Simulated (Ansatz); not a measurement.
Ansatz input

```yaml
crystal:
  lattice:
    - [-1.838340294, 1.838340294, 1.838340294]
    - [1.838340294, -1.838340294, 1.838340294]
    - [1.838340294, 1.838340294, -1.838340294]
  atoms:
    - { symbol: Sc, position: [0.0, 0.0, 0.0], spin: 1.0 }
hamiltonian:
  xc: pbe
  pseudopotentials:
    kind: paw
    azcp:
      Sc: "pseudopotentials/Sc.paw.azcp"
basis:
  ecutwfc: 420
  fft_grid_basis: typed
kpoints:
  mp_grid: { grid: [20, 20, 20], shift: [0, 0, 0] }
magnetization:
  spin_polarized: true
scf:
  occupations: { method: fermi_dirac, width: 0.05 }
```

Output

```
Engine: ansatz 0.2.0, x86_64-unknown-linux-gnu
Pseudopotentials: kind: paw
Pseudopotential: Sc, paw, valence charge 11, recommended cutoff 420 eV (normal) 
Functional definition: PBE
  parameter kappa = 0.804
  parameter beta = 0.06672455060314922
  exchange = pbe_x(kappa = kappa, mu = beta*pi^2/3)
  correlation = pbe_c(beta = beta)
Crystal: 1 atoms, lattice volume = 24.851 Å³
Basis set: ecut = 420 eV, 459 PW (Γ)
Bands: 10, of which v1, the nominal top of the filled ones, is band 6 counted from 1 (5 counted from 0)
Symmetry: 48 space group operations
Space group: Im-3m (ITA 229), of the structure as read, at distance tolerance 2.9e-5 Å
Magnetic group: BNS 229.140 (UNI 1642), of the structure as read, at distance tolerance 2.9e-5 Å
k-points: 256 of 8000
Non-local potential: Sc, projectors of the file, l = 0: 3, l = 1: 2, l = 2: 3, l = 3: 1
PAW form: soft (Blöchl's): semilocal exchange-correlation on the pseudo side does not see the compensation charge
PAW one-centre angular grid: Sc, 590 points (default); XC on 64 Gauss nodes
Initial density: superposition of atomic densities (chi_scale 0.1, normalization cell)
Starting moments: Σ|m| = 1 μB on 1 of 1 site
Initial wavefunctions: pseudopotential atomic-orbital guess
Functional: x = pbe(κ = 0.804, μ = 0.2195149727645171), c = pbe(β = 0.06672455060314922)
iter 1 solved again at ethr=2.15e-3 eV; its pass at ethr=3.10e-3 eV (dr2=2.36e-1 eV) is discarded
SCF iter   1: F=—  HF=-2135.880929 eV  |F-HF|=—  |Δ(HF+E_count)|=         —  Δρ=4.17e-2 (↑4.17e-2 ↓2.18e-2)  dr2=2.38e-1  dr2_m=2.13e-1  M=0.379 μB ∫|m|=0.379 μB  β_m=0.30  ethr=2.15e-3  ⟨swp⟩=1.0  Hψ=34638  notcnv=0
Mixer restart at iter 1: flushing history
SCF iter   2: F=—  HF=-2135.745726 eV  |F-HF|=—  |Δ(HF+E_count)|=   1.35e-1  Δρ=2.50e-2 (↑2.50e-2 ↓1.86e-2)  dr2=4.82e-2  dr2_m=1.02e-1  M=0.379 μB ∫|m|=0.379 μB  β_m=0.50  ethr=2.15e-3  ⟨swp⟩=2.2  Hψ=8058  notcnv=0
SCF iter   3: F=—  HF=-2135.709411 eV  |F-HF|=—  |Δ(HF+E_count)|=   3.63e-2  Δρ=6.40e-3 (↑5.66e-3 ↓6.40e-3)  dr2=7.59e-4  dr2_m=8.00e-3  M=0.349 μB ∫|m|=0.349 μB  β_m=0.62  ethr=4.39e-4  ⟨swp⟩=2.4  Hψ=8378  notcnv=0
SCF iter   4: F=—  HF=-2135.713729 eV  |F-HF|=—  |Δ(HF+E_count)|=   4.32e-3  Δρ=9.10e-4 (↑9.10e-4 ↓8.54e-4)  dr2=8.49e-5  dr2_m=1.47e-4  M=0.311 μB ∫|m|=0.311 μB  β_m=0.81  ethr=6.90e-6  ⟨swp⟩=2.2  Hψ=10154  notcnv=0
SCF iter   5: F=—  HF=-2135.714060 eV  |F-HF|=—  |Δ(HF+E_count)|=   3.31e-4  Δρ=5.09e-4 (↑5.09e-4 ↓5.00e-4)  dr2=6.44e-7  dr2_m=5.78e-5  M=0.275 μB ∫|m|=0.275 μB  β_m=0.91  ethr=7.72e-7  ⟨swp⟩=2.1  Hψ=6363  notcnv=0
SCF iter   6: F=—  HF=-2135.714298 eV  |F-HF|=—  |Δ(HF+E_count)|=   2.38e-4  Δρ=5.22e-4 (↑5.22e-4 ↓4.65e-4)  dr2=4.72e-6  dr2_m=5.48e-5  M=0.244 μB ∫|m|=0.244 μB  β_m=0.91  ethr=5.86e-9  ⟨swp⟩=2.2  Hψ=8383  notcnv=0
SCF iter   7: F=—  HF=-2135.715157 eV  |F-HF|=—  |Δ(HF+E_count)|=   8.59e-4  Δρ=1.29e-4 (↑6.08e-5 ↓1.29e-4)  dr2=3.02e-6  dr2_m=8.97e-7  M=0.022 μB ∫|m|=0.022 μB  β_m=0.95  ethr=5.86e-9  ⟨swp⟩=3.3  Hψ=12397  notcnv=0
SCF iter   8: F=—  HF=-2135.715159 eV  |F-HF|=—  |Δ(HF+E_count)|=   2.05e-6  Δρ=6.11e-5 (↑6.04e-5 ↓6.11e-5)  dr2=2.83e-7  dr2_m=6.96e-7  M=-0.022 μB ∫|m|=0.022 μB  β_m=0.98  ethr=5.86e-9  ⟨swp⟩=2.5  Hψ=8688  notcnv=0
SCF iter   9: F=—  HF=-2135.715166 eV  |F-HF|=—  |Δ(HF+E_count)|=   7.19e-6  Δρ=8.66e-6 (↑8.66e-6 ↓8.65e-6)  dr2=1.38e-8  dr2_m=1.01e-8  M=-0.003 μB ∫|m|=0.003 μB  β_m=0.81  ethr=2.58e-9  ⟨swp⟩=2.1  Hψ=8325  notcnv=0
SCF iter  10: F=—  HF=-2135.715166 eV  |F-HF|=—  |Δ(HF+E_count)|=   1.77e-7  Δρ=3.43e-6 (↑3.43e-6 ↓2.53e-6)  dr2=4.34e-9  dr2_m=1.63e-10  M=-0.000 μB ∫|m|=0.000 μB  β_m=0.91  ethr=1.26e-10  ⟨swp⟩=2.0  Hψ=8280  notcnv=0
SCF iter  11: F=—  HF=-2135.715166 eV  |F-HF|=—  |Δ(HF+E_count)|=   4.06e-9  Δρ=3.24e-7 (↑1.46e-7 ↓3.24e-7)  dr2=1.91e-11  dr2_m=9.13e-12  M=-0.000 μB ∫|m|=0.000 μB  β_m=0.95  ethr=3.95e-11  ⟨swp⟩=2.4  Hψ=6702  notcnv=0
SCF iter  12: F=-2135.715166 eV  HF=-2135.715166 eV  |F-HF|=2.27e-12  |Δ(HF+E_count)|=  8.64e-11  Δρ=6.72e-8 (↑3.38e-8 ↓6.72e-8)  dr2=4.67e-13  dr2_m=4.90e-13  M=-0.000 μB ∫|m|=0.000 μB  ethr=1.00e-12  ⟨swp⟩=1.0  Hψ=13171  notcnv=0
SCF 1 converged in 12 iterations: F = -2135.715166 eV  dr2 = 4.67e-13
WARN: the starting moments were not kept: the SCF closed with an absolute magnetisation of 1.5e-5 μB, where they sum to 1 μB in size (1 site). That is at most 0.1 of that sum. Measured as dr2_m measures the in/out step, that magnetisation stands 3.0e-11 eV from none, at or under the dr2_threshold of 1.0e-7 eV: it is no larger than a step whose dr2_m would equal this threshold. The system may hold no moment; this SCF shows only that its start led to no more than that. To try another start: raise the starting moments (crystal.atoms[].spin, magnetization.per_species, magnetization.initial_magnetization, or on a non-collinear deck that types none of these the spinor_matrix: blocks that start its atoms; where the total moment is fixed, keep their sum and leave initial_magnetization as it is; typed ones take the place of any that the run laid by itself, positive ones on a crystal's lanthanoids without a Hubbard term where scf.initial_density.shell_occupations: [] is typed) or, if the notice of its spin-set hold's release reads "site moments contracting" or "site moments show no strong build", lengthen the hold (scf.mixing.spin_hold: { on: { confirm: 4 } }; for m-r²SCAN on two components see the key's manual first). Each may lead to a state that holds a moment. A second SCF, from the converged charge density, with the starting moments and any scf.initial_density.shell_occupations laid on it anew, would have followed, and was not run: the deck does not ask for one (magnetization.retry_lost_moments is false, the default). To let it run, set magnetization.retry_lost_moments: true and run the deck again, where that key's refused combinations let it; where memory then withholds it, that run's warning says so.
SCF converged after 12 iterations
Magnetization: -0.0000 μB (5.5000 up, 5.5000 down)
Absolute magnetization: 0.0000 μB (∫|ρ↑−ρ↓|, with the PAW one-centre terms)
Spin contamination: 0.0000 ħ² per cell (⟨S²⟩ above its minimum at these occupations)
Per-site moments (μB) at R_I (Å): [(-8.9051945296381e-6, 1.3134407512087567)]
Free energy (F): -2135.715166 eV
Harris-Foulkes:  -2135.715166 eV  (|F-HF|=2.27e-12)
Internal energy: -2135.693792 eV  (E = F + TS)
E sigma→0 (E₀):  -2135.704479 eV
Entropy (-TS):   -0.021375 eV (-21.375 meV/atom)
Fermi energy:    9.274749 eV
--- Per-component energies (eV) ---
  E_band       = -170.352978
  E_kinetic    = 260.035552
  E_local      = -845.372752  (includes V_loc(G=0)·N_el)
  E_nonlocal   = 83.096792
  E_hartree    = 288.224198
  E_xc         = -103.961732
  E_vxc        = -128.647432  (∫ρ·V_xc dr)
  E_paw        = -955.410295  (= ΣΔE_a)
  E_vpaw       = -115.913532  (= ΣTr[D̂ρ^β])
  E_aug_tail   = 0.000009  (compensation charges beyond the density's cutoff)
  E_ewald      = -862.305563
  E_smearing   = -0.021375  (= −TS)
  E_closure    = 0.000000  (closes the sum)
  Σ components = -2135.715166   (vs F -2135.715166, Δ=0.00e0)
```
